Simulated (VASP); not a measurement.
The system is Rh.

```
Rh
1.0
     2.68682    0.00000    0.00000
    -1.34341    2.32685    0.00000
     0.00000    0.00000    4.38847
Rh
2
Cartesian
  0.0000 1.5512 3.2914
  1.3434 0.7756 1.0971
```

The cell was built by a generator and needn't be a form met in nature.

```yaml
Program: VASP 6.6.1
Task: relaxation of cell and atoms
Functional: PBE
Potentials_or_basis: VASP PAW PBE potentials, release 64 (Rh_pv)
Cutoff: 600 eV
k_mesh: 18 × 18 × 10
Occupations: gaussian, width 0.05 eV
Spin: no spin polarisation
```

At the start: pressure 7.3 GPa; volume 13.72 Å³/atom.

Where does the relaxation end?

Over 6 steps the energy falls by 10.0 meV/atom and the volume is 14.09 Å³/atom (+2.7 %); space group P6_3/mmc (No. 194, to 0.05 Å).

The path:
| step | energy change (eV) | largest force (eV/Å) | pressure (GPa) | volume (Å³) |
| --- | --- | --- | --- | --- |
| 1 | 0.0000 | 0.0000 | 7.31 | 27.44 |
| 2 | 0.0622 | 0.0000 | -13.59 | 29.99 |
| 3 | -0.0181 | 0.0000 | -0.46 | 28.23 |
| 4 | -0.0181 | 0.0000 | -0.35 | 28.21 |
| 5 | -0.0199 | 0.0000 | -0.02 | 28.18 |
| 6 | -0.0199 | 0.0000 | 0.01 | 28.18 |

Final structure:
```yaml
crystal:
  lattice:
    - [2.72524, 0.00000, 0.00000]
    - [-1.36262, 2.36013, 0.00000]
    - [0.00000, 0.00000, 4.38087]
  atoms:
    - { symbol: Rh, position: [0.33333, 0.66667, 0.75000] }
    - { symbol: Rh, position: [0.66667, 0.33333, 0.25000] }
```
